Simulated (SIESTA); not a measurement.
Crystal: Sb.

```
Sb
1.0
     3.12240    0.00000    0.00000
     0.00000    4.34752    0.00000
    -0.03891    0.00000    4.40585
Sb
2
Direct
  0.01139 0.25000 0.24117
  0.98861 0.75000 0.75883
```

This isn't the form of Sb at room conditions, which is rhombohedral.

Base run:

```yaml
Program: SIESTA 5.4.2
Functional: LDA
Potentials_or_basis: PseudoDojo 0.4 standard (LDA files)
Basis: DZP (energy shift 0.003 Ry; two zetas on semicore shells)
Grid_cutoff: 500 Ry
Energy_shift: 0.003 Ry
k_mesh: 9 × 6 × 6
Occupations: fermi-dirac, width 0.05 eV
Spin: no spin polarisation
```

Its results: band gap on the k mesh none (metal or under the smearing width); pressure -2.4 GPa; largest force 0.079 eV/Å.

Question: The run is repeated on the same cell with these changes: functional from LDA to PBEsol; potentials or basis from PseudoDojo 0.4 standard (LDA files) to PseudoDojo 0.4 standard (PBEsol files). What comes out?

Answer: Band gap on the k mesh none (metal or under the smearing width); pressure -1.2 GPa; largest force 0.098 eV/Å.

Caveats: the basis of atomic orbitals isn't converged, which shifts pressures, moduli and gaps.

Not every run made on this cell is shown here.
